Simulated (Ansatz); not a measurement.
## TiPbO$_{3}$: course of a relaxation

Theory: Ansatz, DFT PBEsol, scalar-relativistic, plane waves, PAW. Run with 420 eV cutoff, 8×8×6 k-mesh, Gaussian smearing of 0.02 eV, no spin polarisation.

What was changed: strain along c alone, the other axes held, atoms relaxed: -1.0 %.

Spin–orbit coupling is left out, which can shift energies with elements as heavy as these.

Command:

```bash
ansatz run input.yaml --threads 1 --pin off --max-ram 2560MiB --backend cpu --events-out ev --progress --plain --runs-dir out
```

Input:

```yaml
crystal:
  lattice:
    - [3.8589475442, 0.0, 0.0]
    - [0.0, 3.8589475442, 0.0]
    - [0.0, 0.0, 4.2251959364]
  atoms:
    - { symbol: Ti, position: [0.5, 0.5, 0.5830608205] }
    - { symbol: Pb, position: [0.0, 0.0, 0.1234081438] }
    - { symbol: O, position: [0.0, 0.5, 0.4940329032] }
    - { symbol: O, position: [0.5, 0.0, 0.4940329032] }
    - { symbol: O, position: [0.5, 0.5, 0.9956652393] }
basis:
  ecutwfc: 420
kpoints:
  mp_grid: { grid: [8, 8, 6] }
hamiltonian:
  xc: pbesol
scf:
  occupations: { method: gaussian, width: 0.02 }
output:
  forces: true
  stress: true
  eigenvalues: true
relax:
  adjacent_minimum: "off"
  f_tol: 0.008
  max_steps: 40
```

F is the free energy.

Steps:

```
step F − F(1) (eV) largest force component (eV/Å)
   1         0.0000                           0.392
   2        -0.0024                           0.314
   3        -0.0043                           0.075
   4        -0.0046                           0.019
   5        -0.0046                           0.026
   6        -0.0047                           0.000
```

Relaxed structure:

```
CELL_PARAMETERS angstrom
3.85895 0.00000 0.00000
0.00000 3.85895 0.00000
0.00000 0.00000 4.22520
ATOMIC_POSITIONS crystal
Ti 0.50000 0.50000 0.58122
Pb 0.00000 0.00000 0.11914
O 0.00000 0.50000 0.49533
O 0.50000 0.00000 0.49533
O 0.50000 0.50000 0.99918
```

It takes space group P4mm (No. 99, tetragonal). Conventional cell: a = 3.859 Å, b = 3.859 Å, c = 4.225 Å, α = 90.00°, β = 90.00°, γ = 90.00°. Ti (site symmetry 4mm) has 5 O at 1.77 to 1.96 Å as nearest neighbours. Pb (site symmetry 4mm) has 8 O at 2.50 to 2.78 Å as nearest neighbours. O (site symmetry 2mm) has 2 Ti at 1.96 Å as nearest neighbours. Around O (site symmetry 4mm) lie 1 Ti at 1.77 Å.

The run converged. The run took 28 s on 1 thread of Intel(R) Xeon(R) 6975P-C (Granite Rapids), on a shared host, peak memory 0.46 GiB.